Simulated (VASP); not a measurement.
VASP 6.6.1 run: AlN

INCAR

```
LASPH = .TRUE.
NBANDS = 11
ISIF = 2
LWAVE = .FALSE.
ENCUT = 520
LCHARG = .FALSE.
IBRION = -1
NSW = 0
EDIFF = 1E-7
GGA = CA
ISMEAR = -1
LREAL = .FALSE.
NELM = 75
ALGO = Conjugate
PREC = Accurate
SIGMA = 0.02
```

KPOINTS

```
KPOINTS created by Atomic Simulation Environment
0
Gamma
6 8 8
0 0 0
```

POSCAR

```
Al N
 1.0000000000000000
    -0.0208000000000000    2.0910000000000002    2.0398000000000001
     1.9910000000000001    0.0440000000000000    1.9751000000000001
     1.9840000000000000    2.0192999999999999    0.0510000000000000
 Al  N
   1   1
Cartesian
  3.9146757400000003  2.0877129999999999  2.0341180500000000
  1.8405831200000000  2.0575188700000000  2.0940237600000002
```

The recommended LDA PAW datasets give the neutral cell 8 valence electrons.

Command

```
mpirun -np 1 vasp_std
```

Task: Predict the outcome of this run.

Result: It converged. Results: gap between bands v and c on the k mesh 3.49 eV; least direct gap on the k mesh 5.53 eV; pressure 3.8 GPa; largest force 0.87 eV/Å. Band v is the last that the valence electrons fill when counted band by band, and c is the next.

OSZICAR

```
N       E                     dE             d eps       ncg     rms           ort
DAV:   1     0.637219686352E+01    0.63722E+01   -0.47610E+03  2156   0.722E+02
DAV:   2    -0.175158491731E+02   -0.23888E+02   -0.23107E+02  2156   0.126E+02
DAV:   3    -0.180678222370E+02   -0.55197E+00   -0.55107E+00  2156   0.165E+01
DAV:   4    -0.180694922847E+02   -0.16700E-02   -0.16700E-02  2156   0.111E+00
DAV:   5    -0.180695017464E+02   -0.94618E-05   -0.94617E-05  2156   0.782E-02
SDA:   6    -0.132408785863E+02    0.48286E+01   -0.94617E-05  2156   0.911E+01   0.000E+00
CGA:   7    -0.159796936357E+02   -0.27388E+01   -0.27269E+01  2156   0.230E+00   0.121E+00
CGA:   8    -0.161172137811E+02   -0.13752E+00   -0.13800E+00  2156   0.898E-02  -0.194E-02
CGA:   9    -0.161211062795E+02   -0.38925E-02   -0.38921E-02  2156   0.789E-03   0.173E-05
CGA:  10    -0.161214172578E+02   -0.31098E-03   -0.31103E-03  2156   0.586E-04  -0.295E-06
CGA:  11    -0.161214482620E+02   -0.31004E-04   -0.31002E-04  2156   0.400E-05   0.714E-08
CGA:  12    -0.161214504452E+02   -0.21832E-05   -0.21833E-05  2156   0.331E-06  -0.845E-09
CGA:  13    -0.161214505789E+02   -0.13374E-06   -0.13375E-06  2156   0.417E-07  -0.111E-09
CGA:  14    -0.161214505985E+02   -0.19544E-07   -0.19554E-07  2156   0.370E-08  -0.106E-09
   1 F= -.16121451E+02 E0= -.16121451E+02  d E =-.215951E-10
```

Standard output (part)

```
POSCAR found type information on POSCAR AlN
 POSCAR found :  2 types and       2 ions
 LDA part: xc-table for (Slater(with rela. corr.)+CA(PZ))
 , standard interpolation
 POSCAR, INCAR and KPOINTS ok, starting setup
 WAVECAR not read
 entering main loop
 gam= 0.000 g(H,U,f)=  0.360E+01 0.550E+01 0.774E-09 ort(H,U,f) = 0.000E+00 0.000E+00 0.000E+00
 gam= 0.000 trial= 0.400  step=  0.5988 mean=  0.4000
 gam= 0.025 g(H,U,f)=  0.146E+00 0.845E-01 0.533E-18 ort(H,U,f) =-0.582E+00 0.703E+00 0.138E-16
 gam= 0.025 trial= 0.420  step=  1.1827 mean=  0.4199
 gam= 0.039 g(H,U,f)=  0.877E-02 0.212E-03 0.478E-19 ort(H,U,f) = 0.275E-02-0.469E-02-0.646E-18
 gam= 0.039 trial= 0.496  step=  0.8742 mean=  0.4962
 gam= 0.088 g(H,U,f)=  0.632E-03 0.157E-03 0.121E-20 ort(H,U,f) =-0.167E-04 0.185E-04-0.309E-20
 gam= 0.088 trial= 0.534  step=  0.7883 mean=  0.5340
 gam= 0.074 g(H,U,f)=  0.554E-04 0.315E-05 0.189E-19 ort(H,U,f) = 0.112E-04-0.115E-04-0.507E-20
 gam= 0.074 trial= 0.559  step=  1.0588 mean=  0.5594
 gam= 0.068 g(H,U,f)=  0.382E-05 0.181E-06 0.208E-20 ort(H,U,f) =-0.568E-06 0.575E-06 0.621E-20
 gam= 0.068 trial= 0.609  step=  1.0902 mean=  0.6093
 gam= 0.083 g(H,U,f)=  0.244E-06 0.876E-07 0.103E-21 ort(H,U,f) =-0.778E-07 0.770E-07 0.578E-21
 gam= 0.083 trial= 0.657  step=  0.8074 mean=  0.6574
 gam= 0.126 g(H,U,f)=  0.350E-07 0.674E-08 0.681E-22 ort(H,U,f) = 0.519E-08-0.530E-08 0.127E-21
 gam= 0.126 trial= 0.672  step=  0.9381 mean=  0.6724
...
```

For comparison, a separate LDA run of the intended cell, on usual settings and not on those above, gives a gap of 3.49 eV on its mesh and a pressure of 3.8 GPa.
